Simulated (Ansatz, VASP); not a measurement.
One calculation of GaAs, two programs

```xyz
2
Lattice="0.0000 2.8331 2.8331 2.8331 0.0000 2.8331 2.8331 2.8331 0.0000" Properties=species:S:1:pos:R:3 pbc="T T T"
Ga    0.0000    0.0000    0.0000
As    1.4165    1.4165    1.4165
```

Alike in both runs: task single point; functional HSE06; k mesh 4 × 4 × 4; no spin polarisation.

|  | VASP | Ansatz |
| --- | --- | --- |
| version | VASP 6.6.1 | Ansatz 0.2.0 |
| potentials or method | VASP PAW PBE potentials, release 64 (Ga_d, As) | plane waves, PAW |
| plane-wave cutoff (eV) | 520 | 420 |
| occupations | gaussian, width 0.01 eV | fixed |
| valence electrons in the cell | 18 | 28 |

|  | VASP | Ansatz | Ansatz less VASP |
| --- | --- | --- | --- |
| gap on the k mesh at the Fermi level (eV) | 1.41 | 1.42 | +0.003 |
| pressure (GPa) | 0.8 | 0.9 | +0.14 |

The two sets of potentials don't hold the same shells in valence. Ansatz warned: «stress_exchange_threshold_loose».

Caveats: the k mesh is coarse (spacing up to 0.48 Å⁻¹), so the values aren't converged, least of all with exact exchange; the PAW data sets were made with another functional, which shifts forces and pressure a little (VASP). A k mesh can miss the band edges.
